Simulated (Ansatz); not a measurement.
# CaO: the band gap up the ladder of functionals

The task here is to estimate one member of a computed series from the others.

Program: Ansatz 0.2.0. PAW datasets, plane waves. The values are computed, spin-unpolarised, and not measurements.

## The cell

The cell was relaxed beforehand with r2SCAN.

It is cubic, Fm-3m (No. 225); conventional cell a = 4.795 Å, 13.78 Å³ an atom. Near Ca stand 6 O at 2.40 Å; near O stand 6 Ca at 2.40 Å.

Structure file:

```
Ca O
1.0
     0.00000    2.39755    2.39755
     2.39755    0.00000    2.39755
     2.39755    2.39755    0.00000
Ca O
1 1
Direct
  0.00000 0.00000 0.00000
  0.50000 0.50000 0.50000
```

The first run:

File input.yaml:

```yaml
crystal:
  lattice:
    - [0.0, 2.3975473881, 2.3975473881]
    - [2.3975473881, 0.0, 2.3975473881]
    - [2.3975473881, 2.3975473881, 0.0]
  atoms:
    - { symbol: Ca, position: [0.0, 0.0, 0.0] }
    - { symbol: O, position: [0.5, 0.5, 0.5] }
kpoints:
  mp_grid: { grid: [10, 10, 10] }
  band_path:
    path:
      - [[0.0, 0.0, 0.0], [0.5, -1.989322100638e-34, 0.5], [0.625, 0.25, 0.625]]
      - [[0.375, 0.375, 0.75], [0.0, 0.0, 0.0], [0.5, 0.5, 0.5], [0.5, 0.25, 0.75], [0.5, -1.989322100638e-34, 0.5]]
    npoints: 10
hamiltonian:
  xc: pbe
scf:
  occupations: { method: fermi_dirac, width: 0.02 }
  n_extra_bands: 4
output:
  forces: true
  stress: true
  eigenvalues: true
```

Started as:

```
$ ansatz run input.yaml --threads 1 --pin off --max-ram 2304MiB --backend cpu --events-out ev --progress --plain --runs-dir out
```

Among the steps run: Band structure with PBE; Single point with r2SCAN; HSE06; PBE0 at the same geometry; Single point with LDA; G0W0 on PBE; One-shot GW from PBE; Single point with DDH-PBE0; Hartree-Fock at the same geometry; r2SCAN0.

One table of the session follows, with a row left open; its other results are not shown here.

| level | gap (eV) |
| --- | --- |
| PBE | 3.65 |
| r2SCAN | 4.20 |
| HSE06 | 5.31 |
| PBE0 | 6.05 |
| LDA | 3.48 |
| G0W0@PBE (82 empty bands) | 5.78 |
| G0W0@PBE (204 empty bands) | ? |
| DDH-PBE0 | 6.19 |
| Hartree-Fock | 13.98 |
| r2SCAN0 | 6.43 |

**Question.** Estimate the row for G0W0@PBE (204 empty bands).

**Answer.** gap (eV): 5.96. In the column «gap (eV)» it lies between G0W0@PBE (82 empty bands) (5.78) and PBE0 (6.05).

Meshes: PBE 10×10×10, r2SCAN 10×10×10, HSE06 6×6×6, PBE0 6×6×6, LDA 10×10×10, DDH-PBE0 6×6×6, Hartree-Fock 6×6×6, r2SCAN0 6×6×6

PBE reaches 61 % of the G0W0@PBE value, and r2SCAN 70 %. PBE0 lies 0.74 eV above HSE06, which differs from it by screening the long-range exchange. Hartree-Fock lies above G0W0@PBE by 8.0 eV. No extrapolation in bands, cutoff or mesh was made for G0W0.

Limits of these values: Warnings in the runs' records: stress exchange threshold loose, stress scf threshold loose.
